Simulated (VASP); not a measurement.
**RbBr in VASP 6.6.1, single-point calculation**

INCAR

```
ISMEAR = -1
LREAL = .FALSE.
NBANDS = 15
NSW = 0
LCHARG = .FALSE.
SIGMA = 0.02
ENCUT = 520
IBRION = -1
PREC = Accurate
ADDGRID = .TRUE.
ISIF = 2
LWAVE = .FALSE.
GGA = PE
NELM = 75
EDIFF = 1E-7
LASPH = .TRUE.
```

KPOINTS

```
KPOINTS created by Atomic Simulation Environment
0
Gamma
6 6 6
0 0 0
```

POSCAR

```
Rb Br
 1.0000000000000000
     0.0000000000000000    3.8694968645999999    3.8114544117000002
     3.8694968645999999    0.0000000000000000    3.8114544117000002
     3.8694968645999999    3.8694968645999999    0.0000000000000000
 Rb  Br
   1   1
Cartesian
  0.0000000000000000  0.0000000000000000  0.0000000000000000
  1.9347484322999999  1.9347484322999999  1.9057272058500001
```

The recommended PBE PAW datasets give the neutral cell 16 valence electrons.

Command

```
mpirun -np 1 vasp_std
```

OSZICAR

```
N       E                     dE             d eps       ncg     rms          rms(c)
DAV:   1     0.924199871130E+02    0.92420E+02   -0.61588E+03   900   0.872E+02
DAV:   2     0.232476248523E+01   -0.90095E+02   -0.82298E+02  1239   0.160E+02
DAV:   3    -0.606551983754E+01   -0.83903E+01   -0.83532E+01  1208   0.508E+01
DAV:   4    -0.631372302064E+01   -0.24820E+00   -0.24815E+00  1385   0.840E+00
DAV:   5    -0.631543298543E+01   -0.17100E-02   -0.17100E-02  1230   0.731E-01    0.291E+00
DAV:   6    -0.594848052439E+01    0.36695E+00   -0.45820E-01  1152   0.271E+00    0.191E+00
DAV:   7    -0.589793855569E+01    0.50542E-01   -0.23373E-01  1208   0.199E+00    0.972E-01
DAV:   8    -0.591991465844E+01   -0.21976E-01   -0.24534E-02  1170   0.819E-01    0.149E-01
DAV:   9    -0.592303247265E+01   -0.31178E-02   -0.32934E-03  1012   0.264E-01    0.119E-01
DAV:  10    -0.592465058829E+01   -0.16181E-02   -0.10415E-03   914   0.202E-01    0.218E-02
DAV:  11    -0.592468363059E+01   -0.33042E-04   -0.10273E-04  1145   0.537E-02    0.912E-03
DAV:  12    -0.592469538272E+01   -0.11752E-04   -0.21642E-05   928   0.350E-02    0.263E-03
DAV:  13    -0.592469562294E+01   -0.24022E-06   -0.52133E-07  1283   0.449E-03    0.182E-03
DAV:  14    -0.592469567014E+01   -0.47206E-07   -0.27343E-07   935   0.310E-03
   1 F= -.59246957E+01 E0= -.59246957E+01  d E =-.345887E-10
```

From OUTCAR

```
k-points           NKPTS =     30   k-points in BZ     NKDIM =     30   number of bands    NBANDS=     15

   NELECT =      16.0000    total number of electrons

   dimension x,y,z NGX =    40 NGY =   40 NGZ =   42
   dimension x,y,z NGXF=    80 NGYF=   80 NGZF=   84

  energy-cutoff  :      520.00
  volume of cell :      114.14
      direct lattice vectors                 reciprocal lattice vectors
     0.000000000  3.869496865  3.811454412    -0.129215766  0.129215766  0.131183518
     3.869496865  0.000000000  3.811454412     0.129215766 -0.129215766  0.131183518
     3.869496865  3.869496865  0.000000000     0.129215766  0.129215766 -0.131183518

 k-points in reciprocal lattice and weights: KPOINTS created by Atomic Simulation Env
   0.00000000  0.00000000  0.00000000       0.005
   0.16666667 -0.00000000  0.00000000       0.037
   0.33333333 -0.00000000  0.00000000       0.037
   0.50000000 -0.00000000  0.00000000       0.019
   0.16666667  0.16666667  0.00000000       0.009
   0.33333333  0.16666667  0.00000000       0.037
   0.50000000  0.16666667  0.00000000       0.037
  -0.33333333  0.16666667  0.00000000       0.037
   ...

 E-fermi :  -2.5858

 k-point     1 :       0.0000    0.0000    0.0000
  band No.  band energies     occupation
      1     -27.5993      2.00000
      2     -14.9290      2.00000
      3     -11.7103      2.00000
      4     -11.7087      2.00000
      5     -11.7087      2.00000
      6      -3.1425      2.00000
      7      -3.1425      2.00000
      8      -3.1382      2.00000
      9       1.0495      0.00000
     10       5.0853      0.00000
     11       5.1850      0.00000
     12       6.0964      0.00000
     13       6.0964      0.00000
     14       6.1742      0.00000
     15       7.1306      0.00000

 k-point     2 :       0.1667   -0.0000    0.0000
  band No.  band energies     occupation
      1     -27.5987      2.00000
      2     -14.9409      2.00000
      3     -11.7130      2.00000
      4     -11.7121      2.00000
      5     -11.6961      2.00000
      6      -3.2121      2.00000
      7      -3.1306      2.00000
      8      -3.1260      2.00000
      9       1.4465      0.00000
     10       4.8467      0.00000
     11       4.9173      0.00000
     12       5.7569      0.00000
     13       6.3110      0.00000
     14       6.5680      0.00000
     15       6.6191      0.00000

 k-point     3 :       0.3333   -0.0000    0.0000
  band No.  band energies     occupation
      1     -27.5976      2.00000
      2     -14.9643      2.00000
      3     -11.7192      2.00000
      4     -11.7189      2.00000
      5     -11.6712      2.00000
      6      -3.3159      2.00000
      7      -3.1076      2.00000
      8      -3.0999      2.00000
      9       2.3563      0.00000
     10       4.5253      0.00000
     11       4.7230      0.00000
     12       4.7779      0.00000
     13       6.1607      0.00000
     14       6.4203      0.00000
     15       6.4458      0.00000

 ...

  Total        0.2328460      0.2328460      0.2328985      0.0000000      0.0000000     -0.0000000
  in kB        3.2685088      3.2685088      3.2692450      0.0000000      0.0000000     -0.0000000
  external PRESSURE =       3.2687542 kB  Pullay stress =       0.0000000 kB

 POSITION                                       TOTAL-FORCE (eV/Angst)
 -----------------------------------------------------------------------------------
      0.00000      0.00000      0.00000        -0.000000     -0.000000      0.000000
      1.93475      1.93475      1.90573         0.000000      0.000000     -0.000000
 -----------------------------------------------------------------------------------
    total drift:                               -0.000000     -0.000000     -0.000000

  FREE ENERGIE OF THE ION-ELECTRON SYSTEM (eV)
  ---------------------------------------------------
  free  energy   TOTEN  =        -5.9246956701 eV

  energy  without entropy=       -5.9246956701  energy(sigma->0) =       -5.92469567
```

It converged. Results: gap between bands v and c on the k mesh 4.09 eV; least direct gap on the k mesh 4.19 eV; pressure 0.3 GPa. Band v is the last that the valence electrons fill when counted band by band, and c is the next.

For comparison, a separate PBE run of the intended cell, on usual settings and not on those above, gives a gap of 4.09 eV on its mesh and a pressure of 0.3 GPa.

The run above took about 60 s on one core of a shared host (Intel Xeon Platinum 8488C) and held 0.35 GiB at most.
